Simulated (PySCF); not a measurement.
Species: C₃H₅N₂ (charge +1).
Geometry (PBE0-D3(BJ)/def2-SVP, Å), atoms numbered from 1 in this order:
```xyz
10
C3H5N2 angstrom
C      0.085   -1.171    0.155
C     -1.055   -0.482   -0.136
N     -0.694    0.840   -0.237
C      0.611    0.974   -0.020
N      1.095   -0.242    0.218
H      0.252   -2.233    0.317
H     -2.078   -0.824   -0.277
H     -1.324    1.611   -0.448
H      1.178    1.904   -0.034
H      2.072   -0.444    0.421
```

Computed with MP2 and CCSD/aug-cc-pVDZ in PySCF, restricted Hartree–Fock reference, frozen core, non-relativistic, gas phase, PBE0-D3(BJ)/def2-SVP geometry.

E(HF) = -225.22583 Eh.

(1) How large is the problem?

(2) What are the MP2 and CCSD correlation energies?

(3) What is the T1 diagnostic?

Answers

(1) 160 basis functions and 36 electrons; 5 orbitals frozen, which leaves o = 13 correlated occupied and v = 142 virtual orbitals. That is o·v = 1846 singles and o·v(o·v + 1)/2 = 1704781 distinct closed-shell doubles amplitudes before symmetry; the costliest CCSD step grows as o²v⁴ = 6.9 × 10^10.

(2) MP2 -0.7388 Eh and CCSD -0.7655 Eh, which gives totals of -225.96467 and -225.99129 Eh. That is 0.801 eV for each correlated electron at CCSD (2010 kJ/mol in all, 0.339 % of the total energy); MP2 gives 96.5 % of the CCSD value.

(3) 0.0126, below the customary warning level of 0.02. It is the norm of the spatial-orbital singles amplitudes over the root of the number of correlated electrons, so the norm is 0.064.

No triples correction and no basis-set extrapolation were made.

The job also held the EOM ionisation roots. On Arm Neoverse V2, one thread, on a shared host, this took 4.9 min of wall time and 2.9 GiB of memory at its peak.
